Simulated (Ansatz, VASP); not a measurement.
## MgI2: VASP beside Ansatz

Contents of INCAR:

```
SYSTEM = MgI2
PREC = Accurate
ENCUT = 520
EDIFF = 1E-7
ISMEAR = 0
SIGMA = 0.01
LREAL = .FALSE.
LASPH = .TRUE.
NELM = 100
ALGO = Fast
ISIF = 2
LWAVE = .FALSE.
LCHARG = .FALSE.
NBANDS = 15
```

The input KPOINTS:

```
Automatic mesh
0
G
  5 5 3
  0 0 0
```

The input POSCAR:

```
MgI2
1.0
    4.1400000000      0.0000000000      0.0000000000
   -2.0700000000      3.5853450000      0.0000000000
    0.0000000000      0.0000000000      6.8800000000
Mg I
1 2
Direct
    0.0000000000      0.0000000000      0.0000000000
    0.3333330000      0.6666670000      0.2500000000
    0.6666670000      0.3333330000      0.7500000000
```

Input for Ansatz:

```yaml
crystal:
  lattice:
    - [4.14, 0.0, 0.0]
    - [-2.07, 3.585345, 0.0]
    - [0.0, 0.0, 6.88]
  atoms:
    - { symbol: Mg, position: [0.0, 0.0, 0.0] }
    - { symbol: I, position: [0.333333, 0.666667, 0.25] }
    - { symbol: I, position: [0.666667, 0.333333, 0.75] }
kpoints:
  mp_grid:
    grid: [5, 5, 3]
hamiltonian:
  xc: lda
scf:
  occupations:
    method: fixed
output:
  forces: true
  stress: true
```

Alike in both runs: task single point; functional LDA; k mesh 5 × 5 × 3; no spin polarisation.

```csv
,VASP,Ansatz
version,VASP 6.6.1,Ansatz 0.2.0
potentials or method,"VASP PAW LDA potentials, release 64 (Mg, I)","plane waves, PAW"
plane-wave cutoff (eV),520,420
occupations,"gaussian, width 0.01 eV",fixed
valence electrons in the cell,16,44
```

|  | VASP | Ansatz | Ansatz less VASP |
| --- | --- | --- | --- |
| pressure (GPa) | -2.1 | -2.0 | +0.11 |
| largest component of the traceless stress (GPa) | 0.40 | 0.42 | +0.018 |
| rms of the force components (eV/Å) | 0.184 | 0.178 | -0.0060 |

Atom by atom the forces differ by 0.006 eV/Å (rms over components). The two sets of potentials don't hold the same shells in valence. Ansatz warned: «structure_snapped_to_symmetry».

Caveats: spin-orbit coupling is left out, which moves the levels of the heavy elements; an odd mesh through Γ misses points on the zone boundary, where band edges often lie; the cell's inner coordinates are idealised or old, which leaves forces on the atoms. LDA gaps usually lie below the measured ones, often by a third to a half.
